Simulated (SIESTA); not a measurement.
**MnO under changes of volume**

One of the cells (10.999 Å³/atom); the others are scaled copies at fixed shape and fractional positions:

```
Mn O
1.0
     0.00000    2.22391    2.22391
     2.22391    0.00000    2.22391
     2.22391    2.22391    0.00000
Mn O
1 1
Direct
  0.00000 0.00000 0.00000
  0.50000 0.50000 0.50000
```

The cell is a database's computed one.

```yaml
Program: SIESTA 5.4.2
Functional: LDA
Potentials_or_basis: PseudoDojo 0.4 standard (LDA files)
Basis: DZP (energy shift 0.003 Ry; two zetas on semicore shells)
Grid_cutoff: 800 Ry
Energy_shift: 0.003 Ry
k_mesh: 8 × 8 × 8
Occupations: fermi-dirac, width 0.05 eV
Spin: collinear spin, ferromagnetic start
Starting_moments: "[4.0, 0.0] μB"
```

```tsv
volume (Å³/atom)	energy over the lowest point (meV/atom)	pressure (GPa)	moment (μB per cell)
10.339	0.00	-8.0	4.52
10.559	11.22	-10.0	4.60
10.779	26.77	-12.9	4.62
10.999	46.22	-15.0	4.65
11.219	67.69	-16.3	4.72
11.439	?	?	?
11.659	114.86	-18.8	4.83
```

Q: What does the run at 11.439 Å³/atom give?

A: Energy over the lowest point 90.44 meV/atom; pressure -17.5 GPa; moment 4.78 μB per cell.

Worked out: A Birch-Murnaghan fit of order 3 (a polynomial in V^(-2/3)) to the other rows has its minimum at 10.08 Å³/atom, just outside them, with B0 = V·E''(V) = 271 GPa (rough, since the energies scatter). It gives 90.88 meV/atom at 11.439 Å³/atom, against the run's 90.44, and -dE/dV = -17.2 GPa, against -17.5. A parabola through the other rows of the moment, of slope 0.251 μB per Å³/atom there, gives 4.77 μB, against the run's 4.78.

Energies are extrapolated to zero smearing.

Caveats: short orbitals over semicore shells can move pressures by several GPa; the basis of atomic orbitals isn't converged, which shifts pressures, moduli and gaps; a cell with one magnetic atom can't hold antiferromagnetic order, which such compounds often take.
